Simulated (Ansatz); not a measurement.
Runs of Ansatz 0.2.0 on TiC. It takes space group Fm-3m (No. 225, cubic). The conventional cell has a = 4.331 Å, b = 4.331 Å, c = 4.331 Å, α = 90.00°, β = 90.00°, γ = 90.00°. Ti (site symmetry m-3m) is surrounded by 6 C at 2.17 Å. C (site symmetry m-3m) has 6 Ti at 2.17 Å as nearest neighbours. The cell is a database's computed one.

```csv
task,level,potentials or basis,cell,cutoff (eV),smearing,basis error allowed,gap on the mesh (eV),pressure (GPa),relaxed volume (Å³/atom)
band structure,PBEsol,all-electron PAW datasets made for the crystal,as given,340,fermi-dirac 0.05 eV,-,-,-6.7,-
relaxation of cell and atoms,revPBE+D3(BJ),"all-electron LAPW, scalar-relativistic",relaxed,-,fermi-dirac 0.05 eV,0.001 eV/atom,-,0.0,9.73
single point,PBE,"all-electron LAPW, scalar-relativistic",as given,313,gaussian 0.016 eV,0.001 eV/atom,none,0.2,-
single point,PBE,"all-electron LAPW, scalar-relativistic",as given,313,gaussian 0.014 eV,0.001 eV/atom,none,0.2,-
relaxation of cell and atoms,PBEsol+D3(BJ),"all-electron LAPW, scalar-relativistic",relaxed,-,fermi-dirac 0.05 eV,0.001 eV/atom,-,0.0,(a)
single point,PBE,"all-electron LAPW, scalar-relativistic",as given,313,gaussian 0.023 eV,0.001 eV/atom,none,0.2,-
single point,PBE,"all-electron LAPW, scalar-relativistic",as given,313,gaussian 0.02 eV,0.001 eV/atom,none,0.2,-
single point,PBE,"all-electron LAPW, scalar-relativistic",as given,313,gaussian 0.018 eV,0.001 eV/atom,none,0.2,-
```

Alike in all rows: no spin polarisation; k mesh 11 × 11 × 11.

Q: Estimate the missing entries.

A: (a) 9.64.

A k mesh can miss the band edges.

A gap of «none» marks a metal or a gap under the smearing width.

Not every run made on this cell is shown here.
